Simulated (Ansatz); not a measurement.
**What strain does to KI (h-MgO type)**

KI, h-MgO type, relaxed with r2SCAN in the PAW code Ansatz. The symmetry is P6_3/mmc (No. 194, hexagonal); conventional cell a = 6.039 Å, c = 7.039 Å, 55.58 Å³ an atom. K has 5 I at 3.49–3.52 Å; I has 5 K at 3.49–3.52 Å.

The axes x, y and z are those of this cell:
```
CELL_PARAMETERS angstrom
6.03883 0.00000 0.00000
-3.01941 5.22978 0.00000
0.00000 0.00000 7.03911
ATOMIC_POSITIONS crystal
K 0.33333 0.66667 0.25000
K 0.66667 0.33333 0.75000
I 0.66667 0.33333 0.25000
I 0.33333 0.66667 0.75000
```

Unstrained: With PBE the gap is 3.789 eV and direct, at Γ. The r2SCAN gap is direct at Γ: 4.351 eV. Meshes: PBE 6×6×4, r2SCAN 6×6×4. Strains are changes of length per length, and xy shears are angles. After each strain the atoms were relaxed again with r2SCAN within the symmetry that the strain leaves, so tilts or polar shifts that break it weren't tested; points keep the names that they have in the unstrained zone. All values are calculated for a non-magnetic cell, which may be hypothetical.

Changes of the least gap in eV (an overlap counts as a negative gap):

| strain | volume change (%) | space group | PBE | r2SCAN | energy rise, r2SCAN (meV/atom) |
| --- | --- | --- | --- | --- | --- |
| xy shear, engineering strain (angle) +2.05 % | 0.0 | P2_1/m | 0.000 | -0.001 | 0.0 |

Xy shear, engineering strain (angle) +2.05 %. r2SCAN: the gap goes from 4.351 to 4.350 eV (-0.001 eV). Stress change with r2SCAN, compression positive: xx 0.00, yy 0.00, zz 0.00, xy -0.01 GPa.

No spin-orbit coupling is included; it can move band edges with weight on the heavy atoms by tenths of an eV.
